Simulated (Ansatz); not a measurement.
**Could ZrB₂ exist in this structure?**

Plane-wave DFT in Ansatz with scalar-relativistic PAW potentials. The crystal relaxes under PBE to P6/mmm with a = 3.171 Å, c = 3.542 Å, 10.28 Å³/atom. No spin polarisation.

```xyz
3
Lattice="3.1713 0.0000 0.0000 -1.5857 2.7465 0.0000 0.0000 0.0000 3.5420" Properties=species:S:1:pos:R:3 pbc="T T T"
Zr    0.0000    0.0000    0.0000
B     0.0000    1.8310    1.7710
B     1.5857    0.9155    1.7710
```

Task: Test it against the elements, against displacements at the zone centre and against strain.

Result:
- Energy over the elements: -1.019 eV/atom (PBE, standard states in the same functional, gases uncorrected)
- Optical modes at Γ: all 6 real, 448 to 765 cm⁻¹ (PBE, no gap at this level, so no LO-TO term)
- Least eigenvalue of the elastic tensor: 250 GPa (PBE, smearing 0.15 eV on a cell relaxed with it; where the run has no gap this value hangs on mesh and smearing)

It passes all three tests. So it is a local minimum against everything tried and bound against the elements. Modes at other wave vectors, other structures and decomposition into other compounds weren't tested here.